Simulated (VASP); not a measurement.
# What goes wrong when the modes of SiC (Moissanite 3C) are computed with a bad input, part 2 of 2

Aim: see how common mistakes in a phonon run show up, on SiC (Moissanite 3C). The starting structure is a measured crystal structure from the Crystallography Open Database.

VASP 6.6.1.

Results so far: reference T2 796.1 cm⁻¹.

## 3. Modes with finite displacements, else as the reference

Level of this step: LDA; plane waves and PAW (Si, C) (VASP).

Against step 2 the input has IBRION = 6, NFREE = 2, POTIM = 0.015 and no LEPSILON (also changed: NSW).

INCAR reads:

```
SYSTEM = SiC
PREC = Accurate
ENCUT = 520
EDIFF = 1E-08
NELM = 100
ISMEAR = 0
SIGMA = 0.03
LREAL = .FALSE.
ALGO = Normal
GGA = CA
NBANDS = 10
LORBIT = 11
LWAVE = .FALSE.
LCHARG = .FALSE.
KPAR = 2
IBRION = 6
NFREE = 2
POTIM = 0.015
NSW = 1
ISIF = 2
```

POSCAR reads:

```
SiC
1.0
    0.0000000000      2.1657828511      2.1657828511
    2.1657828511      0.0000000000      2.1657828511
    2.1657828511      2.1657828511      0.0000000000
Si C
1 1
Direct
    0.0000000000      0.0000000000      0.0000000000
    0.7500000000      0.7500000000      0.7500000000
```

KPOINTS reads:

```
Automatic mesh
0
Gamma
12 12 12
0 0 0
```

Potentials, in the order of the species: Si and C (LDA family, release 64).

Launch:

```
$ mpirun -np 2 vasp_std
```

Output:

```text
[... set-up lines as in an earlier step ...]
 entering main loop
       N       E                     dE             d eps       ncg     rms          rms(c)
[... 13 cycles as in an earlier step ...]
   1 F= -.16642706E+02 E0= -.16642706E+02  d E =-.102947E-13
[...]
2 F= -.16640501E+02 E0= -.16640501E+02  d E =-.285196E-22
[...]
3 F= -.16640501E+02 E0= -.16640501E+02  d E =-.287630E-22
[...]
4 F= -.16640501E+02 E0= -.16640501E+02  d E =-.287859E-22
[...]
5 F= -.16640501E+02 E0= -.16640501E+02  d E =-.287543E-22
 Finite differences progress:
  Degree of freedom:   2/  2
  Displacement:        2/  2
  Total:               4/  4
```

It took 65 s on 2 MPI ranks of AMD EPYC 7R43, shared host; peak memory 0.34 GiB.

Parts of OUTCAR (step 3):

```text
  Total       -0.0009223      0.0046685      0.0046685      0.0000000     -0.1298204      0.0000000
  in kB       -0.0727301      0.3681407      0.3681407      0.0000000    -10.2371470      0.0000000
  external PRESSURE =       0.2211838 kB  Pullay stress =       0.0000000 kB

 POSITION                                       TOTAL-FORCE (eV/Angst)
 -----------------------------------------------------------------------------------
      0.00000      0.00000      0.00000        -0.294059     -0.000000     -0.000000
      3.23367      3.24867      3.24867         0.294059      0.000000      0.000000
 -----------------------------------------------------------------------------------
    total drift:                                0.000051     -0.000000     -0.000000

  FREE ENERGIE OF THE ION-ELECTRON SYSTEM (eV)
  ---------------------------------------------------
  free  energy   TOTEN  =       -16.6405005864 eV

  energy  without entropy=      -16.6405005864  energy(sigma->0) =      -16.64050059

[... 2 parts as in an earlier step ...]

[... 1 further part left out ...]
[key lines of the parts left out:]
E-fermi :   8.5321
```

The last energy, forces and stress in OUTCAR belong to the last displaced cell, not to that of POSCAR.

With finite displacements, else as the reference the mode is T2 796.0 cm⁻¹, -0.1 cm⁻¹ from the reference.

## 4. Modes with a k mesh far too coarse

A slip made on purpose: a k mesh far too coarse. Against step 2 the input has a 2×2×2 mesh (also changed: NELM and KPAR).

INCAR reads:

```
SYSTEM = SiC
PREC = Accurate
ENCUT = 520
EDIFF = 1E-08
NELM = 60
ISMEAR = 0
SIGMA = 0.03
LREAL = .FALSE.
ALGO = Normal
GGA = CA
NBANDS = 10
LORBIT = 11
LWAVE = .FALSE.
LCHARG = .FALSE.
IBRION = 8
LEPSILON = .TRUE.
ISIF = 2
```

POSCAR is that of step 3.

KPOINTS reads:

```
Automatic mesh
0
Gamma
2 2 2
0 0 0
```

Launch:

```
$ mpirun -np 2 vasp_std
```

Output:

```text
[banner, memory and clock lines left out]
running    2 mpi-ranks, on    1 nodes
[...]
LDA part: xc-table for (Slater(with rela. corr.)+CA(PZ))
 , standard interpolation
 POSCAR, INCAR and KPOINTS ok, starting setup
[...]
entering main loop
       N       E                     dE             d eps       ncg     rms          rms(c)
DAV:   1    -0.183515110912E+01   -0.18352E+01   -0.40614E+03    68   0.662E+02
DAV:   2    -0.168533029521E+02   -0.15018E+02   -0.13171E+02    80   0.961E+01
DAV:   3    -0.171606319254E+02   -0.30733E+00   -0.30717E+00    68   0.117E+01
DAV:   4    -0.171619902980E+02   -0.13584E-02   -0.13582E-02    78   0.966E-01
[...]
DAV:  11    -0.141094696037E+02   -0.24262E-05   -0.37810E-06    68   0.136E-02    0.153E-02
DAV:  12    -0.141094690401E+02    0.56353E-06   -0.19317E-06    64   0.652E-03    0.935E-04
DAV:  13    -0.141094690449E+02   -0.47730E-08   -0.21695E-08    70   0.121E-03
   1 F= -.14109469E+02 E0= -.14109469E+02  d E =-.195023E-14
[...]
RMM:  12    -0.150807570855E-01    0.40730E-09    0.00000E+00    50   0.630E-07    0.317E-08
 first order change of Fermi-energy  -0.59886E-06
 force on displaced ion       1 direction 1 : -20.338   0.000   0.000
 Born effective charge ion    1 direction 1 :   0.801   0.000   0.000
 Linear response progress:
  Degree of freedom:   2/  2
       N       E                     dE             d eps       ncg     rms          rms(c)
RMM:   1    -0.133816079124E+00   -0.13382E+00    0.65849E-02   206   0.210E+00
RMM:   2    -0.134008928072E+00   -0.19285E-03   -0.17830E-03   160   0.356E-01    0.270E-01
RMM:   3    -0.133423565734E+00    0.58536E-03   -0.15764E-03   148   0.241E-01    0.123E-01
RMM:   4    -0.134639606488E+00   -0.12160E-02   -0.11339E-03   152   0.191E-01    0.242E-02
[...]
RMM:  10    -0.134628569935E+00    0.35235E-07   -0.18722E-07   176   0.840E-06    0.349E-06
RMM:  11    -0.134628559168E+00    0.10767E-07   -0.13166E-08   157   0.292E-06    0.101E-06
RMM:  12    -0.134628566334E+00   -0.71654E-08    0.35402E-09   120   0.888E-07    0.145E-07
 first order change of Fermi-energy   0.10205E-06
 force on displaced ion       2 direction 1 : -20.336   0.000   0.000
 Born effective charge ion    2 direction 1 :  -7.689   0.000   0.000
 Born effective charges drift removed
 Linear response finished
```

Run time: 8.2 s. Hardware: 2 MPI ranks; peak memory 0.18 GiB.

From OUTCAR (step 4):

```text
  Total        1.0965967      1.0965967      1.0965967     -0.0000000      0.0000000      0.0000000
  in kB       86.4734539     86.4734539     86.4734539     -0.0000000      0.0000000      0.0000000
  external PRESSURE =      86.4734539 kB  Pullay stress =       0.0000000 kB

 POSITION                                       TOTAL-FORCE (eV/Angst)
 -----------------------------------------------------------------------------------
      0.00000      0.00000      0.00000        -0.000000     -0.000000     -0.000000
      3.24867      3.24867      3.24867         0.000000      0.000000      0.000000
 -----------------------------------------------------------------------------------
    total drift:                               -0.000000     -0.000000     -0.000000

 MACROSCOPIC STATIC DIELECTRIC TENSOR (including local field effects in DFT)
 ------------------------------------------------------
          20.848678     0.000000    -0.000000
           0.000000    20.848678     0.000000
           0.000000     0.000000    20.848678
 ------------------------------------------------------

 MACROSCOPIC STATIC DIELECTRIC TENSOR IONIC CONTRIBUTION
 ------------------------------------------------------
           7.891685    -0.000000    -0.000000
          -0.000000     7.891685    -0.000000
          -0.000000    -0.000000     7.891685
 ------------------------------------------------------

[... 1 part as in an earlier step ...]

[... 1 further part left out ...]
```

With a k mesh far too coarse the mode is T2 810.8 cm⁻¹, +14.7 cm⁻¹ from the reference.

## 5. Modes with one-sided displacements

A slip made on purpose: one-sided displacements. Against step 2 the input has IBRION = 6, NFREE = 1, POTIM = 0.015 and no LEPSILON (also changed: NELM and NSW).

Edit INCAR of step 4 so:

```diff
@@ -14,4 +14,7 @@
 LCHARG = .FALSE.
-IBRION = 8
-LEPSILON = .TRUE.
+KPAR = 2
+IBRION = 6
+NFREE = 1
+POTIM = 0.015
+NSW = 1
 ISIF = 2
```

POSCAR is that of step 4.

KPOINTS reads:

```
Automatic mesh
0
Gamma
12 12 12
0 0 0
```

Launch:

```
$ mpirun -np 2 vasp_std
```

Output:

```text
[... set-up lines as in an earlier step ...]
 entering main loop
       N       E                     dE             d eps       ncg     rms          rms(c)
[... 13 cycles as in an earlier step ...]
   1 F= -.16642706E+02 E0= -.16642706E+02  d E =-.102947E-13
 Found     2 degrees of freedom:
 Finite differences POTIM= 0.01500 DOF=   2
[...]
N       E                     dE             d eps       ncg     rms          rms(c)
[... 6 cycles as in an earlier step ...]
   2 F= -.16640501E+02 E0= -.16640501E+02  d E =-.285196E-22
 Finite differences progress:
  Degree of freedom:   1/  2
  Displacement:        1/  1
  Total:               1/  2
[...]
N       E                     dE             d eps       ncg     rms          rms(c)
DAV:   1    -0.166413441787E+02   -0.84352E-03   -0.62514E-01  5610   0.586E+00    0.242E-01
DAV:   2    -0.166408079914E+02    0.53619E-03   -0.66867E-03  6564   0.660E-01    0.104E-01
DAV:   3    -0.166404943092E+02    0.31368E-03   -0.11014E-03  6546   0.226E-01    0.153E-02
DAV:   4    -0.166405010385E+02   -0.67292E-05   -0.78377E-05  6248   0.694E-02    0.128E-02
DAV:   5    -0.166405005829E+02    0.45562E-06   -0.96758E-07  7062   0.736E-03    0.194E-03
DAV:   6    -0.166405005793E+02    0.35873E-08   -0.72358E-08  6204   0.200E-03
   3 F= -.16640501E+02 E0= -.16640501E+02  d E =-.284606E-22
 Finite differences progress:
  Degree of freedom:   2/  2
  Displacement:        1/  1
  Total:               2/  2
```

Wall time 35 s (2 MPI ranks); peak memory 0.34 GiB.

Parts of OUTCAR (step 5):

```text
  Total       -0.0008996      0.0046889      0.0046889      0.0000000      0.1299533      0.0000000
  in kB       -0.0709366      0.3697489      0.3697489      0.0000000     10.2476263      0.0000000
  external PRESSURE =       0.2228538 kB  Pullay stress =       0.0000000 kB

 POSITION                                       TOTAL-FORCE (eV/Angst)
 -----------------------------------------------------------------------------------
      0.00000      0.00000      0.00000         0.294030      0.000000      0.000000
      3.26367      3.24867      3.24867        -0.294030      0.000000      0.000000
 -----------------------------------------------------------------------------------
    total drift:                                0.000010     -0.000000     -0.000000

  FREE ENERGIE OF THE ION-ELECTRON SYSTEM (eV)
  ---------------------------------------------------
  free  energy   TOTEN  =       -16.6405005793 eV

  energy  without entropy=      -16.6405005793  energy(sigma->0) =      -16.64050058

[... 2 parts as in an earlier step ...]

[... 1 further part left out ...]
[key lines of the parts left out:]
E-fermi :   8.5321
```

With one-sided displacements the mode is T2 796.0 cm⁻¹, as with finite displacements, else as the reference.

## 6. Modes with a structure that was not relaxed

A slip made on purpose: a structure that was not relaxed. Against step 2 the input has another starting structure (also changed: NELM).

Edit INCAR of step 5 so:

```diff
@@ -15,6 +15,4 @@
 KPAR = 2
-IBRION = 6
-NFREE = 1
-POTIM = 0.015
-NSW = 1
+IBRION = 8
+LEPSILON = .TRUE.
 ISIF = 2
```

POSCAR reads:

```
SiC
1.0
    0.0000000000      2.1790000000      2.1790000000
    2.1790000000      0.0000000000      2.1790000000
    2.1790000000      2.1790000000      0.0000000000
Si C
1 1
Direct
    0.0000000000      0.0000000000      0.0000000000
    0.7500000000      0.7500000000      0.7500000000
```

KPOINTS is that of step 5.

Launch:

```
$ mpirun -np 2 vasp_std
```

Output:

```text
[... set-up lines as in an earlier step ...]
 entering main loop
       N       E                     dE             d eps       ncg     rms          rms(c)
DAV:   1     0.225521999207E+01    0.22552E+01   -0.39597E+03  1512   0.665E+02
DAV:   2    -0.180825308786E+02   -0.20338E+02   -0.19277E+02  1910   0.113E+02
DAV:   3    -0.186697615973E+02   -0.58723E+00   -0.58657E+00  1704   0.169E+01
DAV:   4    -0.186723593001E+02   -0.25977E-02   -0.25975E-02  1668   0.145E+00
[...]
DAV:  11    -0.166380728752E+02   -0.24354E-06   -0.37264E-06  1710   0.127E-02    0.126E-02
DAV:  12    -0.166380726487E+02    0.22649E-06   -0.66154E-07  1508   0.426E-03    0.685E-04
DAV:  13    -0.166380726523E+02   -0.36435E-08   -0.27680E-08  1584   0.109E-03
   1 F= -.16638073E+02 E0= -.16638073E+02  d E =-.157184E-13
 Linear response reoptimize wavefunctions to high precision
DAV:   1    -0.166380726554E+02   -0.30440E-08   -0.43807E-10  1062   0.148E-04
DAV:   2    -0.166380726554E+02    0.31832E-11   -0.13732E-11   760   0.321E-05
 Linear response G [H, r] |phi>, progress :
  Direction:   1
[...]
RMM:  10    -0.142474653418E-01    0.77323E-08    0.18636E-09  9137   0.376E-06    0.104E-06
 first order change of Fermi-energy   0.35405E-04
 force on displaced ion       1 direction 1 : -18.819  -0.000  -0.000
 Born effective charge ion    1 direction 1 :   2.699   0.000   0.000
 Linear response progress:
  Degree of freedom:   2/  2
       N       E                     dE             d eps       ncg     rms          rms(c)
RMM:   1    -0.125842772212E+00   -0.12584E+00    0.55820E-02 12266   0.208E+00
RMM:   2    -0.122818320510E+00    0.30245E-02   -0.26153E-03  8563   0.407E-01    0.203E-01
RMM:   3    -0.122857445590E+00   -0.39125E-04   -0.75993E-04  8397   0.170E-01    0.100E-01
RMM:   4    -0.123878715983E+00   -0.10213E-02   -0.58434E-04  8452   0.142E-01    0.185E-02
[...]
RMM:   9    -0.123857567351E+00    0.58889E-07    0.15419E-08  9735   0.268E-05    0.343E-06
RMM:  10    -0.123857587046E+00   -0.19695E-07    0.11532E-08  9556   0.616E-06    0.187E-06
RMM:  11    -0.123857585834E+00    0.12127E-08    0.28618E-09  7504   0.358E-06    0.165E-07
 first order change of Fermi-energy   0.88297E-04
 force on displaced ion       2 direction 1 : -18.817  -0.000  -0.000
 Born effective charge ion    2 direction 1 :  -2.701   0.000   0.000
 Born effective charges drift removed
 Linear response finished
```

Elapsed: 3.3 min, on 2 MPI ranks; peak memory 0.44 GiB.

OUTCAR, selected parts (step 6):

```text
  Total       -0.5208986     -0.5208986     -0.5208986      0.0000000      0.0000000      0.0000000
  in kB      -40.3331443    -40.3331443    -40.3331443      0.0000000      0.0000000      0.0000000
  external PRESSURE =     -40.3331443 kB  Pullay stress =       0.0000000 kB

 POSITION                                       TOTAL-FORCE (eV/Angst)
 -----------------------------------------------------------------------------------
      0.00000      0.00000      0.00000        -0.000000     -0.000000     -0.000000
      3.26850      3.26850      3.26850         0.000000      0.000000      0.000000
 -----------------------------------------------------------------------------------
    total drift:                               -0.000000     -0.000000     -0.000000

 MACROSCOPIC STATIC DIELECTRIC TENSOR (including local field effects in DFT)
 ------------------------------------------------------
           6.992498    -0.000000    -0.000000
           0.000000     6.992498    -0.000000
          -0.000000    -0.000000     6.992498
 ------------------------------------------------------

 MACROSCOPIC STATIC DIELECTRIC TENSOR IONIC CONTRIBUTION
 ------------------------------------------------------
           3.389174     0.000000     0.000000
           0.000000     3.389174     0.000000
           0.000000     0.000000     3.389174
 ------------------------------------------------------

[... 1 part as in an earlier step ...]

[... 1 further part left out ...]
```

With a structure that was not relaxed the mode is T2 779.9 cm⁻¹, -16.2 cm⁻¹ from the reference.

## 7. Modes with a cutoff far too low

A slip made on purpose: a cutoff far too low. Against step 2 the input has ENCUT = 220 (also changed: NELM).

Edit INCAR of step 6 so:

```diff
@@ -2,3 +2,3 @@
 PREC = Accurate
-ENCUT = 520
+ENCUT = 220
 EDIFF = 1E-08
```

POSCAR reads:

```
SiC
1.0
    0.0000000000      2.1657828511      2.1657828511
    2.1657828511      0.0000000000      2.1657828511
    2.1657828511      2.1657828511      0.0000000000
Si C
1 1
Direct
    0.0000000000      0.0000000000      0.0000000000
    0.7500000000      0.7500000000      0.7500000000
```

KPOINTS is that of step 6.

Launch:

```
$ mpirun -np 2 vasp_std
```

Output:

```text
[... set-up lines as in an earlier step ...]
 entering main loop
       N       E                     dE             d eps       ncg     rms          rms(c)
DAV:   1    -0.838940840723E+01   -0.83894E+01   -0.25313E+03  1624   0.348E+02
DAV:   2    -0.181174358310E+02   -0.97280E+01   -0.94196E+01  1816   0.712E+01
DAV:   3    -0.182864821947E+02   -0.16905E+00   -0.16892E+00  1692   0.796E+00
DAV:   4    -0.182868110528E+02   -0.32886E-03   -0.32885E-03  1622   0.403E-01
[...]
DAV:  13    -0.167065878246E+02   -0.39620E-07   -0.86844E-08  1548   0.157E-03    0.113E-03
DAV:  14    -0.167065878464E+02   -0.21765E-07   -0.12422E-09   744   0.271E-04    0.364E-04
DAV:  15    -0.167065878528E+02   -0.64185E-08   -0.40974E-10   744   0.112E-04
   1 F= -.16706588E+02 E0= -.16706588E+02  d E =-.940575E-29
 Linear response reoptimize wavefunctions to high precision
DAV:   1    -0.167065878537E+02   -0.95042E-09   -0.42956E-11   778   0.419E-05
DAV:   2    -0.167065878537E+02    0.47748E-11   -0.18288E-12   740   0.107E-05
 Linear response G [H, r] |phi>, progress :
  Direction:   1
[...]
RMM:  10    -0.137661941693E-01    0.70874E-08   -0.46410E-08  8504   0.390E-06    0.168E-06
 first order change of Fermi-energy   0.32747E-04
 force on displaced ion       1 direction 1 : -21.283   0.000   0.000
 Born effective charge ion    1 direction 1 :   2.695   0.000   0.000
 Linear response progress:
  Degree of freedom:   2/  2
       N       E                     dE             d eps       ncg     rms          rms(c)
RMM:   1    -0.112083627607E+00   -0.11208E+00    0.84582E-02 13121   0.168E+00
RMM:   2    -0.110721472615E+00    0.13622E-02   -0.17291E-03  8570   0.296E-01    0.191E-01
RMM:   3    -0.110934521397E+00   -0.21305E-03   -0.50910E-04  8078   0.140E-01    0.965E-02
RMM:   4    -0.112127690439E+00   -0.11932E-02   -0.50940E-04  8382   0.128E-01    0.201E-02
[...]
RMM:   8    -0.112171410382E+00   -0.44766E-06   -0.17006E-08  9533   0.570E-05    0.276E-05
RMM:   9    -0.112171431960E+00   -0.21578E-07   -0.63804E-09  9811   0.240E-05    0.315E-06
RMM:  10    -0.112171431634E+00    0.32572E-09   -0.17509E-08  8761   0.544E-06    0.164E-06
 first order change of Fermi-energy   0.93782E-04
 force on displaced ion       2 direction 1 : -21.275   0.000   0.000
 Born effective charge ion    2 direction 1 :  -2.649   0.000   0.000
 Born effective charges drift removed
 Linear response finished
```

Run time: 62 s. Hardware: 2 MPI ranks; peak memory 0.23 GiB.

From OUTCAR (step 7):

```text
  Total       -2.8015391     -2.8015391     -2.8015391     -0.0000000     -0.0000000      0.0000000
  in kB     -220.9187346   -220.9187346   -220.9187346     -0.0000000     -0.0000000      0.0000000
  external PRESSURE =    -220.9187346 kB  Pullay stress =       0.0000000 kB

 MACROSCOPIC STATIC DIELECTRIC TENSOR (including local field effects in DFT)
 ------------------------------------------------------
           7.044001     0.000000    -0.000000
          -0.000000     7.044001    -0.000000
           0.000000     0.000000     7.044001
 ------------------------------------------------------

 MACROSCOPIC STATIC DIELECTRIC TENSOR IONIC CONTRIBUTION
 ------------------------------------------------------
           2.990027    -0.000000    -0.000000
          -0.000000     2.990027    -0.000000
          -0.000000    -0.000000     2.990027
 ------------------------------------------------------

[... 2 parts as in an earlier step ...]

[... 1 further part left out ...]
```

With a cutoff far too low the mode is T2 829.3 cm⁻¹, +33.2 cm⁻¹ from the reference.

## 8. The runs compared

| run | T2 | method | core minutes |
| --- | --- | --- | --- |
| reference | 796.1 | perturbation theory | 6.83 |
| finite displacements, else as the reference | 796.0 | finite displacements | 2.17 |
| a k mesh far too coarse | 810.8 | perturbation theory | 0.273 |
| one-sided displacements | 796.0 | finite displacements | 1.17 |
| a structure that was not relaxed | 779.9 | perturbation theory | 6.67 |
| a cutoff far too low | 829.3 | perturbation theory | 2.07 |

Modes are in cm⁻¹, degenerate ones as one, matched between runs by symmetry and order. A number in brackets counts the listed modes of one symmetry from the lowest. The symmetry labels come from an automatic analysis and can be wrong where levels nearly coincide. Core minutes are wall time times ranks of the run shown, on a shared host.

## 9. Summary of results

| Item | Value |
| --- | --- |
| T2, reference | 796.1 cm⁻¹ |
| T2, finite displacements, else as the reference | 796.0 cm⁻¹ |
| T2, a k mesh far too coarse | 810.8 cm⁻¹ |
| T2, one-sided displacements | 796.0 cm⁻¹ |
| T2, a structure that was not relaxed | 779.9 cm⁻¹ |
| T2, a cutoff far too low | 829.3 cm⁻¹ |

What this shows: Finished, but with signs in the output that stand out against the reference: a k mesh far too coarse, with modes off by up to +15 cm⁻¹, in T2 (signs: a pressure of 8.6 GPa on the undisplaced cell); a structure that was not relaxed, with modes off by up to -16 cm⁻¹, in T2 (signs: a pressure of -4.0 GPa on the undisplaced cell); a cutoff far too low, with modes off by up to +33 cm⁻¹, in T2 (signs: a pressure of -22.1 GPa on the undisplaced cell). Little came of one-sided displacements in this material. Runs with finite displacements are held against the sound run of that kind. The dielectric constants and Born charges in the logs aren't compared here; at a small gap they can be far off, and in a run without a gap they mean nothing. The frequencies are harmonic, and the splitting of polar modes by their long-range field is left out. Further runs on this material are not shown.

[Lines on the potential files, build, host, timing and source positions are cut from VASP's logs without a mark.]

[Logs are printed without paths, hosts, clocks, repeated set-up lines and the standing remarks that a program may print on its own settings, such as how far it seeks lower states.]

[Hosts, paths, dates, database ids (printed as entryN), source tags and the programs' standing remarks are cut or masked in the printed files.]
